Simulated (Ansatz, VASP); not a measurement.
## One calculation of Si, two programs

```
Si
1.0
     0.00000    2.80901    2.70097
     2.80901    0.00000    2.70097
     2.80901    2.80901    0.00000
Si
2
Direct
  0.50222 0.49778 0.49778
  0.74778 0.75222 0.75222
```

Change from the starting cell: mode 4 frozen in at -0.012 Å, equal normal strain along x and y +0.0400.

Alike in both runs: task single point; functional LDA; k mesh 12 × 12 × 12; occupations gaussian, width 0.05 eV; no spin polarisation.

|  | VASP | Ansatz |
| --- | --- | --- |
| version | VASP 6.6.1 | Ansatz 0.2.0 |
| potentials or method | VASP PAW LDA potentials, release 64 (Si) | scalar-relativistic, plane waves, PAW |
| plane-wave cutoff (eV) | 520 | 420 |
| valence electrons in the cell | 8 | 8 |

```csv
,VASP,Ansatz,Ansatz less VASP
gap on the k mesh at the Fermi level (eV),0.13,0.13,+0.001
least direct gap on the mesh (eV),2.10,2.09,-0.010
pressure (GPa),-6.4,-6.4,-0.01
largest component of the traceless stress (GPa),2.34,2.34,-0.001
rms of the force components (eV/Å),0.167,0.167,+0.0001
```

Atom by atom the forces differ by 0.000 eV/Å (rms over components).

A k mesh can miss the band edges.
